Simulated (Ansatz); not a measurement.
# C (P6_3/mmc) in Ansatz: reference runs

Reference runs on C: the cell as given.

The COD entry that gives the cell may itself be a prediction, so a difference from it is no test against experiment.

Everything below comes from runs of Ansatz 0.2.0. Logs are shortened: lines on timing, memory, paths and dates and some standing lists are left out, and cuts for length are marked.

### 1 Starting point

The structure is hexagonal, space group P6_3/mmc (No. 194). The conventional cell has a = 2.522 Å, b = 2.522 Å, c = 12.356 Å, α = 90.00°, β = 90.00°, γ = 120.00°. C (site symmetry 3m) is surrounded by 4 C at 1.54 Å. C (site symmetry 3m) has 4 C at 1.54 Å as nearest neighbours. Around C (site symmetry 3m) lie 4 C at 1.54 Å.

This is a hexagonal form of diamond, not graphite.

### 2 Single point, PBE

input.yaml reads:

```yaml
crystal:
  lattice:
    - [2.5221, 0.0, 0.0]
    - [-1.26105, 2.1842026709, 0.0]
    - [0.0, 0.0, 12.3557]
  atoms:
    - { symbol: C, position: [0.6666666667, 0.3333333333, 0.35417] }
    - { symbol: C, position: [0.3333333333, 0.6666666667, 0.85417] }
    - { symbol: C, position: [0.6666666667, 0.3333333333, 0.14583] }
    - { symbol: C, position: [0.3333333333, 0.6666666667, 0.64583] }
    - { symbol: C, position: [0.6666666667, 0.3333333333, 0.47917] }
    - { symbol: C, position: [0.3333333333, 0.6666666667, 0.97917] }
    - { symbol: C, position: [0.6666666667, 0.3333333333, 0.02083] }
    - { symbol: C, position: [0.3333333333, 0.6666666667, 0.52083] }
    - { symbol: C, position: [0.0, 0.0, 0.8125] }
    - { symbol: C, position: [0.0, 0.0, 0.3125] }
    - { symbol: C, position: [0.0, 0.0, 0.6875] }
    - { symbol: C, position: [0.0, 0.0, 0.1875] }
kpoints:
  mp_grid: { grid: [12, 12, 3] }
scf:
  occupations: { method: fermi_dirac, width: 0.05 }
hamiltonian:
  xc: pbe
  pseudopotentials: { kind: all_electron, lapw: { basis_error: 0.001 } }
output:
  forces: true
  stress: true
  eigenvalues: true
  populations: true
```

Potentials or basis: all-electron LAPW, scalar-relativistic.

Launch:

```sh
> ansatz run input.yaml --threads 8 --pin off --max-ram 20480MiB --backend cpu --events-out ev --progress --plain --runs-dir out
```

The log of the run:

```text
Warning: RAYON_NUM_THREADS=8 ignored (pool sized by the plan → 8); use --threads N
C: projections on atomic orbitals take those of the free atom 1s2 2s2 2p2, of charge +0.00 (hamiltonian.pseudopotentials.projection_atoms)
LAPW: plane waves up to 10.857 Å⁻¹, error target 1.0e-3 eV per atom; small_component_spin mean_spin; C in spheres of 0.772 Å, 6 of its electrons in bands, Dirac shells [] (how accurate: hamiltonian.pseudopotentials.lapw.basis_error, Limitations)
Engine: ansatz 0.2.0, aarch64-unknown-linux-gnu
Pseudopotentials: kind: all_electron
Pseudopotential: C, LAPW, valence charge 6, lapw/all_electron/scalar/gaussian/C, Koelling and Harmon's equation, gaussian nucleus
Functional definition: PBE
  parameter kappa = 0.804
  parameter beta = 0.06672455060314922
  exchange = pbe_x(kappa = kappa, mu = beta*pi^2/3)
  correlation = pbe_c(beta = beta)
Crystal: 12 atoms, lattice volume = 68.065 Å³
Basis set: ecut = 449.0885745466605 eV, 1513 PW (Γ), exchange–correlation at level 2
Bands: 48, of which v1, the nominal top of the filled ones, is band 36 counted from 1 (35 counted from 0)
Symmetry: 24 space group operations
Space group: P63/mmc (ITA 194), of the structure as read, at distance tolerance 4.1e-5 Å
k-points: 38 of 432
Non-local potential: C, projectors of the file, none
Initial density: superposition of atomic densities (chi_scale 0.1, normalization cell)
Initial wavefunctions: plane waves of lowest kinetic energy (no species holds an atomic orbital)
Functional: x = pbe(κ = 0.804, μ = 0.2195149727645171), c = pbe(β = 0.06672455060314922)
iter 1 solved again at ethr=1.22e-2 eV; its pass at ethr=1.00e-1 eV (dr2=8.81e0 eV) is discarded
SCF iter   1: F=—  HF=-12444.372346 eV  |F-HF|=—  |Δ(HF+E_count)|=         —  Δρ=1.35e-1  dr2=8.84e0  ethr=1.22e-2  ⟨swp⟩=2.1  Hψ=13457  notcnv=0
preconditioner: auto → none  [insulator: Δε(μ)=5.053 eV  Ē_g=17.167 eV  σ=0.050 eV  W_gap=1.00  n_scr=10 (ndim 8)  ℏωp=31.2 eV  f_vac=0.000  D(μ)=0.00/eV (n_scr^D=0)  ε∞_Penn≈4.3]
SCF iter   2: F=—  HF=-12441.097053 eV  |F-HF|=—  |Δ(HF+E_count)|=    3.28e0  Δρ=5.40e-2  dr2=1.31e0  ethr=1.22e-2  ⟨swp⟩=3.0  Hψ=4770  notcnv=0
iter 3 solved again at ethr=8.55e-6 eV; its pass at ethr=1.82e-3 eV (dr2=6.15e-3 eV) is discarded
SCF iter   3: F=—  HF=-12440.711835 eV  |F-HF|=—  |Δ(HF+E_count)|=   3.85e-1  Δρ=4.35e-3  dr2=6.13e-3  ethr=8.55e-6  ⟨swp⟩=2.7  Hψ=9275  notcnv=0
SCF iter   4: F=—  HF=-12440.717697 eV  |F-HF|=—  |Δ(HF+E_count)|=         —  Δρ=2.46e-3  dr2=1.38e-2  ethr=8.51e-6  ⟨swp⟩=3.0  Hψ=5446  notcnv=0
the basis was enlarged: its passes take 399.2 KiB over the memory plan, 8 of 8 planned eigensolver slots
SCF iter   5: F=—  HF=-12440.714040 eV  |F-HF|=—  |Δ(HF+E_count)|=   3.66e-3  Δρ=2.53e-4  dr2=7.34e-5  ethr=8.51e-6  ⟨swp⟩=3.0  Hψ=5396  notcnv=0
SCF iter   6: F=—  HF=-12440.714047 eV  |F-HF|=—  |Δ(HF+E_count)|=   7.08e-6  Δρ=1.17e-4  dr2=1.04e-5  ethr=1.02e-7  ⟨swp⟩=3.0  Hψ=4940  notcnv=0
SCF iter   7: F=-12440.714044 eV  HF=-12440.714044 eV  |F-HF|=1.96e-7  |Δ(HF+E_count)|=   3.12e-6  Δρ=1.63e-5  dr2=6.15e-8  ethr=1.45e-8  ⟨swp⟩=3.0  Hψ=4746  notcnv=0
SCF 1 converged in 7 iterations: F = -12440.714044 eV  dr2 = 6.15e-8
SCF converged after 7 iterations
Free energy (F): -12440.714044 eV
Harris-Foulkes:  -12440.714044 eV  (|F-HF|=1.96e-7)
Internal energy: -12440.714044 eV  (E = F + TS)
E sigma→0 (E₀):  -12440.714044 eV
Fermi energy:    15.872590 eV
--- Per-component energies (eV) ---
  E_band       = -5828.468459
  E_kinetic    = 12397.491543
  E_xc         = -1772.937556
  E_electrostatic = -23065.268032  (all electrons and nuclei)
  E_smearing   = -0.000000  (= −TS)
  E_closure    = 0.000000  (closes the sum)
  E_atoms      = -12331.593885  (free atoms, spherical and without spin; not in F)
  Σ components = -12440.714044   (vs F -12440.714044, Δ=0.00e0)
  Basis errors (estimates in eV, not in F): energy 6.3e-4 per atom: plane waves 6.1e-4 (3.9e-4 summed), levels above the bands 1.2e-57, relativity 1.1e-8, radial functions 1.9e-5, core shells 0.0e0; eigenvalues (radial functions only) 1.5e-6; not estimated: angular momenta, meshes, grids; target (lapw.basis_error) 1.0e-3; muffin-tin radii C 0.772 Å
--- Forces (eV/Å), atoms counted from 1 ---
  atom   1  C      0.00000000    -0.00000000     0.30937590
  atom   2  C      0.00000000     0.00000000     0.30937590
  atom   3  C      0.00000000    -0.00000000    -0.30937590
  atom   4  C      0.00000000     0.00000000    -0.30937590
  atom   5  C      0.00000000     0.00000000    -0.02663822
  atom   6  C      0.00000000    -0.00000000    -0.02663822
  atom   7  C      0.00000000     0.00000000     0.02663822
  atom   8  C      0.00000000    -0.00000000     0.02663822
  atom   9  C      0.00000000     0.00000000     0.33168237
  atom  10  C     -0.00000000     0.00000000     0.33168237
  atom  11  C      0.00000000     0.00000000    -0.33168237
  atom  12  C     -0.00000000    -0.00000000    -0.33168237
  max |Σ_I F_I| component: 1.30e-16 eV/Å
--- Stress (GPa, compression-positive) ---
       -0.674442       0.000000       0.000000
       -0.000000      -0.674442       0.000000
        0.000000       0.000000       7.499862
  P = ⅓ Tr σ = 2.0503 GPa (20.503 kbar)
--- Band table (eV; the first three rows and the last of 38) ---
  k-point 0: bands = ["-252.1804", "-252.1804", "-252.1786", "-252.1786", "-252.1710", "-252.1710", "-252.1698", "-252.1698", "-252.1524", "-252.1524", "-252.1436", "-252.1436", "-7.8510", "-7.1060", "-7.0607", "-4.8418", "-4.8192", "-2.0541", "0.2458", "4.2514", "4.2945", "9.8526", "9.9275", "10.7624", "10.7624", "11.2100", "11.2100", "11.3669", "11.3669", "12.5930", "12.5930", "12.7372", "12.7372", "13.5699", "13.7208", "13.7208", "19.0300", "19.0300", "19.3949", "20.1002", "20.1002", "20.6112", "20.6112", "20.6974", "21.2401", "21.6526", "21.6552", "21.6552"]
  k-point 1: bands = ["-252.1804", "-252.1804", "-252.1786", "-252.1786", "-252.1710", "-252.1710", "-252.1698", "-252.1698", "-252.1524", "-252.1524", "-252.1436", "-252.1436", "-7.7654", "-7.5094", "-6.4906", "-5.7369", "-3.7945", "-2.7103", "1.0435", "2.5484", "6.1136", "8.0099", "10.8208", "10.8208", "10.9926", "10.9926", "11.6334", "11.6840", "11.6840", "12.1455", "12.1455", "13.0052", "13.1744", "13.1744", "13.5665", "13.5665", "19.2150", "19.2150", "19.6808", "19.6808", "19.7030", "20.3121", "21.0180", "21.0180", "21.4322", "21.4676", "21.4676", "21.6016"]
  k-point 2: bands = ["-252.1803", "-252.1803", "-252.1785", "-252.1785", "-252.1711", "-252.1711", "-252.1699", "-252.1699", "-252.1523", "-252.1523", "-252.1438", "-252.1438", "-7.6804", "-6.9368", "-6.8911", "-4.6775", "-4.6542", "-1.9023", "0.4025", "4.3724", "4.4164", "9.8376", "9.9007", "9.9159", "10.3819", "10.4060", "10.5409", "10.8832", "11.0033", "11.8381", "12.0062", "12.3361", "12.4420", "13.0145", "13.3049", "13.4620", "19.1216", "19.4215", "19.6631", "20.0263", "20.4642", "20.5466", "20.9786", "21.1421", "21.6029", "21.7773", "22.1458", "22.2262"]
  k-point 37: bands = ["-252.1773", "-252.1773", "-252.1744", "-252.1744", "-252.1740", "-252.1740", "-252.1740", "-252.1740", "-252.1480", "-252.1480", "-252.1480", "-252.1480", "-0.6369", "-0.6369", "-0.4139", "-0.3504", "-0.1133", "-0.1133", "1.8729", "1.8729", "2.0735", "2.4399", "2.8650", "2.8650", "4.2358", "4.2358", "4.6525", "5.3816", "5.6300", "5.6300", "7.8144", "7.8144", "8.0883", "8.6812", "9.0240", "9.0240", "19.4973", "19.4973", "20.3834", "21.4241", "22.1942", "22.1942", "24.7961", "24.9107", "24.9107", "26.0531", "26.0531", "26.0775"]
--- Löwdin populations: 12 sites ---
  site symbol       q [e]
     0      C      5.9797
     1      C      5.9797
     2      C      5.9797
     3      C      5.9797
     4      C      5.9845
     5      C      5.9845
     6      C      5.9845
     7      C      5.9845
     8      C      5.9900
     9      C      5.9900
    10      C      5.9900
    11      C      5.9900
  spilling = 0.002541 (of n_electrons = 72.000000)
```

Run time: 11 s. Hardware: 8 threads of Arm Neoverse V1, shared host; peak memory 0.84 GiB.

Results:

* Free energy: -12440.7140 eV
* Pressure: 2.1 GPa
* Largest force: 0.332 eV/Å
* Band gap on the k mesh: 4.39 eV, indirect (least direct gap 5.31 eV)

Forces on the atoms (eV/Å):
```
C    0.000  0.000  0.309
C    0.000  0.000  0.309
C    0.000  0.000 -0.309
C    0.000  0.000 -0.309
C    0.000  0.000 -0.027
C    0.000  0.000 -0.027
C    0.000  0.000  0.027
C    0.000  0.000  0.027
C    0.000  0.000  0.332
C    0.000  0.000  0.332
C    0.000  0.000 -0.332
C    0.000  0.000 -0.332
```

Caveat: an odd mesh through Γ misses points on the zone boundary, where band edges often lie.
